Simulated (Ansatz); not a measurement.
# C: the cost of one run

Program: Ansatz 0.2.0. Level of theory: DFT PBE, plane waves, PAW, scalar-relativistic, collinear spin. These are calculated values, not measurements.

## Step 1: The structure to begin with

The cell holds 19 atoms (C19): a = 7.398 Å, b = 7.398 Å, c = 13.000 Å, α = 90.00°, β = 90.00°, γ = 120.00°.

Structure file:

```
CELL_PARAMETERS angstrom
7.39800 0.00000 0.00000
-3.69900 6.40686 0.00000
0.00000 0.00000 13.00000
ATOMIC_POSITIONS crystal
C 0.00000 0.00000 0.07692
C 0.22222 0.11111 0.07692
C 0.00000 0.33333 0.07692
C 0.22222 0.44444 0.07692
C 0.00000 0.66667 0.07692
C 0.22222 0.77778 0.07692
C 0.33333 0.00000 0.07692
C 0.55556 0.11111 0.07692
C 0.33333 0.33333 0.07692
C 0.55556 0.44444 0.07692
C 0.33333 0.66667 0.07692
C 0.55556 0.77778 0.07692
C 0.66667 0.00000 0.07692
C 0.88889 0.11111 0.07692
C 0.66667 0.33333 0.07692
C 0.88889 0.44444 0.07692
C 0.66667 0.66667 0.07692
C 0.88889 0.77778 0.07692
C 0.64617 0.14811 0.18692
```

## Step 2: End point A

File input.yaml:

```yaml
crystal:
  lattice:
    - [7.398, 0.0, 0.0]
    - [-3.699, 6.406856, 0.0]
    - [0.0, 0.0, 13.0]
  atoms:
    - { symbol: C, position: [0.0, 0.0, 0.0769231] }
    - { symbol: C, position: [0.2222222, 0.1111111, 0.0769231] }
    - { symbol: C, position: [0.0, 0.3333333, 0.0769231] }
    - { symbol: C, position: [0.2222222, 0.4444444, 0.0769231] }
    - { symbol: C, position: [0.0, 0.6666667, 0.0769231] }
    - { symbol: C, position: [0.2222222, 0.7777778, 0.0769231] }
    - { symbol: C, position: [0.3333333, 0.0, 0.0769231] }
    - { symbol: C, position: [0.5555556, 0.1111111, 0.0769231] }
    - { symbol: C, position: [0.3333333, 0.3333333, 0.0769231] }
    - { symbol: C, position: [0.5555556, 0.4444444, 0.0769231] }
    - { symbol: C, position: [0.3333333, 0.6666667, 0.0769231] }
    - { symbol: C, position: [0.5555556, 0.7777778, 0.0769231] }
    - { symbol: C, position: [0.6666667, 0.0, 0.0769231] }
    - { symbol: C, position: [0.8888889, 0.1111111, 0.0769231] }
    - { symbol: C, position: [0.6666667, 0.3333333, 0.0769231] }
    - { symbol: C, position: [0.8888889, 0.4444444, 0.0769231] }
    - { symbol: C, position: [0.6666667, 0.6666667, 0.0769231] }
    - { symbol: C, position: [0.8888889, 0.7777778, 0.0769231] }
    - { symbol: C, position: [0.6461741, 0.1481085, 0.1869231], spin: 1.0 }
magnetization:
  spin_polarized: true
basis:
  ecutwfc: 420.0
kpoints:
  mp_grid: { grid: [2, 2, 1] }
hamiltonian:
  xc: pbe
scf:
  occupations: { method: gaussian, width: 0.02 }
  lower_state_search: "off"
relax:
  f_tol: 0.03
  max_steps: 60
  adjacent_minimum: "off"
```

Run with:

```bash
$ ansatz run input.yaml --threads 2 --pin off --max-ram 5120MiB --backend cpu --events-out ev --progress --plain --runs-dir out
```

**Question.** How long does this run take on 2 threads of AMD EPYC 9R45 (Zen 5), shared host, and how much memory does it need?

About 41 s, with a peak of 1 GiB.
